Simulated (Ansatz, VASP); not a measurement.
# Ta3N in VASP and in Ansatz

File INCAR:

```
SYSTEM = Ta3N
  PREC = Accurate
  ENCUT = 520
  EDIFF = 1E-7
  ISMEAR = -1
  SIGMA = 0.05
  LREAL = .FALSE.
  LASPH = .TRUE.
  NELM = 60
  ALGO = Normal
  ISIF = 2
  LWAVE = .FALSE.
  LCHARG = .FALSE.
  GGA = PE
  NBANDS = 27
```

KPOINTS

```
regular mesh
0
G
  10 10 4
  0 0 0
```

Contents of POSCAR:

```
Ta3N
1.0
    3.0118728781      0.0000000000      0.0000000000
   -1.5059364391      2.6083584255      0.0000000000
    0.0000000000      0.0000000000      7.4736379147
Ta N
3 1
Direct
    0.6666666667      0.3333333333      0.8260700000
    0.3333333333      0.6666666667      0.1739300000
    0.0000000000      0.0000000000      0.5000000000
    0.0000000000      0.0000000000      0.0000000000
```

File input.yaml:

```yaml
crystal:
  lattice:
    - [3.0118728781, 0.0, 0.0]
    - [-1.5059364391, 2.6083584255, 0.0]
    - [0.0, 0.0, 7.4736379147]
  atoms:
    - { symbol: Ta, position: [0.6666666667, 0.3333333333, 0.82607] }
    - { symbol: Ta, position: [0.3333333333, 0.6666666667, 0.17393] }
    - { symbol: Ta, position: [0.0, 0.0, 0.5] }
    - { symbol: "N", position: [0.0, 0.0, 0.0] }
hamiltonian:
  xc: pbe
  pseudopotentials: { kind: paw }
kpoints:
  mp_grid: { grid: [10, 10, 4] }
scf:
  occupations: { method: fermi_dirac, width: 0.05 }
output:
  forces: true
  stress: true
  eigenvalues: true
```

Change from the starting cell: volume scaled by 0.98.

Alike in both runs: task single point; functional PBE; k mesh 10 × 10 × 4; occupations fermi-dirac, width 0.05 eV; no spin polarisation.

```csv
,VASP,Ansatz
version,VASP 6.6.1,Ansatz 0.2.0
potentials or method,"VASP PAW PBE potentials, release 64 (Ta_pv, N)",Ansatz PAW
plane-wave cutoff (eV),520,420
valence electrons in the cell,38,44
```

```tsv
	VASP	Ansatz	Ansatz less VASP
gap on the k mesh at the Fermi level (eV)	none	none	-
pressure (GPa)	4.8	4.4	-0.34
largest component of the traceless stress (GPa)	0.77	0.75	-0.014
rms of the force components (eV/Å)	0.018	0.003	-0.0157
```

Atom by atom the forces differ by 0.021 eV/Å (rms over components). A gap of «none» marks a metal or a gap that the smearing closes. With one functional, cell and mesh, what is left measures potentials, basis and numerics. The two sets of potentials don't hold the same shells in valence.

The runs have no spin-orbit coupling, so splittings on Ta are missing.
